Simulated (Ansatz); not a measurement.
# GaN: the cost of one run

Program: Ansatz 0.2.0. PAW datasets, plane waves. Computed at 0 K without zero-point motion; spin polarisation is off.

The COD entry's cell or inner coordinates are ideal or old and differ from later refinements, so a difference from it is no clean test against experiment.

## Step 1: The cell

The unstrained cell was relaxed with r2SCAN; in each strained cell the atoms were relaxed again with r2SCAN. Names of k-points are those of the unstrained zone, where strain can split equivalent points. First state: no strain.

It is hexagonal, P6_3mc (No. 186); conventional cell a = 3.183 Å, c = 5.184 Å, 11.37 Å³ an atom. Near Ga stand 4 N at 1.95 Å; near N stand 4 Ga at 1.95 Å.

The structure in full:

```cif
data_structure
_symmetry_space_group_name_H-M 'P6_3mc'
_symmetry_Int_Tables_number 186
_cell_length_a 3.1831
_cell_length_b 3.1831
_cell_length_c 5.1836
_cell_angle_alpha 90.000
_cell_angle_beta 90.000
_cell_angle_gamma 120.000
_cell_volume 45.49
loop_
_atom_site_label
_atom_site_type_symbol
_atom_site_symmetry_multiplicity
_atom_site_Wyckoff_symbol
_atom_site_fract_x
_atom_site_fract_y
_atom_site_fract_z
_atom_site_occupancy
Ga1 Ga 2 b 0.33333 0.66667 0.99911 1
N1 N 2 b 0.33333 0.66667 0.37589 1
```

## Step 2: No strain: PBE

input.yaml reads:

```yaml
crystal:
  lattice:
    - [3.1831495813, 0.0, 0.0]
    - [-1.5915747906, 2.7566884014, 0.0]
    - [0.0, 0.0, 5.1836255286]
  atoms:
    - { symbol: Ga, position: [0.3333333333, 0.6666666667, -0.0008868509] }
    - { symbol: Ga, position: [0.6666666667, 0.3333333333, 0.4991131491] }
    - { symbol: "N", position: [0.3333333333, 0.6666666667, 0.3758868509] }
    - { symbol: "N", position: [0.6666666667, 0.3333333333, 0.8758868509] }
kpoints:
  mp_grid: { grid: [12, 12, 6] }
  band_path:
    path:
      - [0.0, 0.0, 0.0]
      - [0.5, 0.0, 0.0]
      - [0.3333333333, 0.3333333333, 0.0]
      - [0.0, 0.0, 0.5]
      - [0.5, 0.0, 0.5]
      - [0.3333333333, 0.3333333333, 0.5]
    npoints: 1
hamiltonian:
  xc: pbe
scf:
  occupations: { method: fermi_dirac, width: 0.02 }
  n_extra_bands: 5
output:
  forces: true
  stress: true
  eigenvalues: true
```

Command:

```
$ ansatz run input.yaml --threads 4 --pin off --max-ram 5529MiB --backend cpu --events-out ev --progress --plain --runs-dir out
```

Q: Estimate wall time and peak memory on 4 threads of Arm Neoverse V1, shared host.

About 2.5 s, with a peak of 0.4 GiB.
